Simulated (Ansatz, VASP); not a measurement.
# Two plane-wave programs on HgSe (pbesol)

```
Hg Se
1.0
     0.00000    3.06696    3.06696
     3.06696    0.00000    3.06696
     3.06696    3.06696    0.00000
Hg Se
1 1
Direct
  0.00000 0.00000 0.00000
  0.25000 0.25000 0.25000
```

Alike in both runs: functional PBEsol; k mesh 12 × 12 × 12; occupations fermi-dirac, width 0.15 eV; no spin polarisation.

Ansatz relaxed the structure, and its values are those at the end. VASP's run is a single point on that final structure, the one shown.

```csv
,VASP,Ansatz
version,VASP 6.6.1,Ansatz 0.2.0
potentials or method,"VASP PAW PBE potentials, release 64 (Hg, Se)","scalar-relativistic, plane waves, PAW"
plane-wave cutoff (eV),520,420
valence electrons in the cell,18,36
```

VASP gave:

* gap on the k mesh at the Fermi level (eV): none
* pressure (GPa): 0.3

Question: Estimate Ansatz's values.

Answer: gap on the k mesh at the Fermi level (eV): none; pressure (GPa): 0.0.

A gap of «none» marks a metal or a gap that the smearing closes. The two sets of potentials don't hold the same shells in valence.

Caveats: the PAW data sets were made with another functional, which shifts forces and pressure a little (VASP). Spin-orbit coupling is left out, which matters for the levels of Hg.
